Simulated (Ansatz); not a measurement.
Sn:

```xyz
1
Lattice="-1.8947 1.8947 1.8947 1.8947 -1.8947 1.8947 1.8947 1.8947 -1.8947" Properties=species:S:1:pos:R:3 pbc="T T T"
Sn    0.0000    0.0000    0.0000
```

This isn't the form of Sn at room conditions, which is tetragonal (white tin).

```yaml
Program: Ansatz 0.2.0
Task: relaxation of cell and atoms
Functional: B3LYP
Potentials_or_basis: Ansatz PAW
Cutoff: "420 eV (not typed: the program's choice for these potentials)"
k_mesh: 5 × 5 × 5
Occupations: fermi-dirac, width 0.05 eV
Spin: no spin polarisation
```

At the start: volume 27.20 Å³/atom.

Question: Where does the relaxation end?

Answer: It ends after 5 steps and the volume is 31.86 Å³/atom (+17.1 %); space group Im-3m (No. 229, to 0.05 Å).

Step by step:
```tsv
step	energy change (eV)	largest force (eV/Å)	volume (Å³)
1	0.0000	0.0000	27.20
2	-0.1052	0.0000	31.38
3	-0.1060	0.0000	31.76
4	-0.1060	0.0000	31.86
5	-0.1067	0.0000	31.86
```

Final structure:
```cif
data_structure
_symmetry_space_group_name_H-M 'P 1'
_symmetry_Int_Tables_number 1
_cell_length_a 3.4591
_cell_length_b 3.4591
_cell_length_c 3.4591
_cell_angle_alpha 109.471
_cell_angle_beta 109.471
_cell_angle_gamma 109.471
_cell_volume 31.86
loop_
_atom_site_label
_atom_site_type_symbol
_atom_site_fract_x
_atom_site_fract_y
_atom_site_fract_z
_atom_site_occupancy
Sn1 Sn 0.00000 0.00000 0.00000 1
```

Caveat: the k mesh is coarse (spacing up to 0.47 Å⁻¹), so the values aren't converged, least of all with exact exchange; the volume moved by over 15 % at a fixed basis, so the end points are rough; the plane-wave basis is chosen anew once the cell has moved, so the energies of steps on either side of that aren't comparable; the PAW data sets come from PBE, with cores solved anew for the run's functional, which leaves a small shift of forces and pressure.
